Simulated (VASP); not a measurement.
Si: band structure with LMBJ

The system is Si.

```xyz
2
Lattice="4.1209 0.0000 0.0000 -2.0605 3.5688 0.0000 0.0000 0.0000 2.6548" Properties=species:S:1:pos:R:3 pbc="T T T"
Si    0.0000    2.3792    1.3274
Si    2.0605    1.1896    1.3274
```

The cell was built by a generator and needn't be a form met in nature.

```yaml
Program: VASP 6.6.1
Task: band structure
Functional: LMBJ
Potentials_or_basis: VASP PAW PBE potentials, release 64 (Si)
Cutoff: 520 eV
k_mesh: 8 × 8 × 10
Occupations: fermi-dirac, width 0.05 eV
Spin: no spin polarisation
Further_INCAR_settings: ALGO = Normal; EDIFF = 1e-06
```

* Band gap along the path: none (metal or under the smearing width)

Levels at the corners of the path, in eV from the Fermi level:
```csv
point,band 1,band 2,band 3,band 4,band 5,band 6,band 7,band 8
Γ,-12.85,-3.38,-3.38,-3.22,1.01,1.01,5.38,5.95
M,-11.02,-9.32,-4.55,-1.64,6.00,6.88,6.89,7.43
M,-11.02,-9.32,-4.55,-1.64,6.00,6.88,6.89,7.43
K,-10.11,-10.11,-5.99,2.68,2.68,3.80,8.22,8.22
K,-10.11,-10.11,-5.99,2.68,2.68,3.80,8.22,8.22
Γ,-12.85,-3.38,-3.38,-3.22,1.01,1.01,5.38,5.95
Γ,-12.85,-3.38,-3.38,-3.22,1.01,1.01,5.38,5.95
A,-9.02,-6.26,-0.73,-0.73,0.85,2.43,4.11,4.11
A,-9.02,-6.26,-0.73,-0.73,0.85,2.43,4.11,4.11
L,-7.19,-5.59,-4.61,-2.93,-1.76,2.53,3.90,4.88
L,-7.19,-5.59,-4.61,-2.93,-1.76,2.53,3.90,4.88
H,-6.29,-6.29,-3.76,-3.76,-2.93,2.02,6.63,6.63
H,-6.29,-6.29,-3.76,-3.76,-2.93,2.02,6.63,6.63
A,-9.02,-6.26,-0.73,-0.73,0.85,2.43,4.11,4.11
L,-7.19,-5.59,-4.61,-2.93,-1.76,2.53,3.90,4.88
M,-11.02,-9.32,-4.55,-1.64,6.00,6.88,6.89,7.43
K,-10.11,-10.11,-5.99,2.68,2.68,3.80,8.22,8.22
H,-6.29,-6.29,-3.76,-3.76,-2.93,2.02,6.63,6.67
```

Run time: 2.4 min on 1 thread of Intel(R) Xeon(R) Platinum 8175M CPU @ 2.50GHz (Skylake/Cascade Lake) (shared host), peak memory 0.2 GiB.
